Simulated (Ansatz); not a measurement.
# Cs: do energies and stresses tell the same story?

These are results of Ansatz, DFT r2SCAN, scalar-relativistic, plane waves, PAW, not measurements.

Settings: cutoff 500 eV, Γ-centred mesh 9×9×4 on the computed 4-atom cell, Gaussian smearing of 0.10 eV; no spin polarisation.

Relaxed cell: P6_3/mmc, a = 5.566 Å, b = 5.566 Å, c = 18.522 Å, α = 90.00°, β = 90.00°, γ = 120.00°, 4 atoms in the primitive cell. This form isn't the element's structure at ambient conditions.

Energies at zero smearing and pressures from the stress tensor, at volumes with shape and atoms relaxed:
```csv
V (Å³/atom),E − E(first) (meV/atom),P (GPa)
116.775,0.00,0.120
120.501,-1.98,0.055
124.228,-2.54,-0.002
127.955,-1.84,-0.053
131.682,-0.05,-0.097
```

Question: Check P = −dE/dV between neighbouring volumes, and get the bulk modulus from the pressures alone.

Answer: With 1 eV/Å³ = 160.2 GPa:
```csv
middle V (Å³/atom),−ΔE/ΔV (GPa),mean P (GPa)
118.638,0.085,0.088
122.365,0.024,0.026
126.092,-0.030,-0.027
129.819,-0.077,-0.075
```

The two differ by 0.003 GPa at most. The mean of two end pressures misses the average over a step by about ΔV² P″/12, up to 0.001 GPa here; with that taken off 0.002 GPa remains. Around V = 124.228 Å³/atom, the two neighbours give B = −V ΔP/ΔV = 124.228 × 0.108 / 7.454 = 1.8 GPa, against B0 = 1.8 GPa from the Birch–Murnaghan fit of the energies.

Cost: 6 runs of about 16 core-minutes in all, on Arm Neoverse V2 (shared hosts).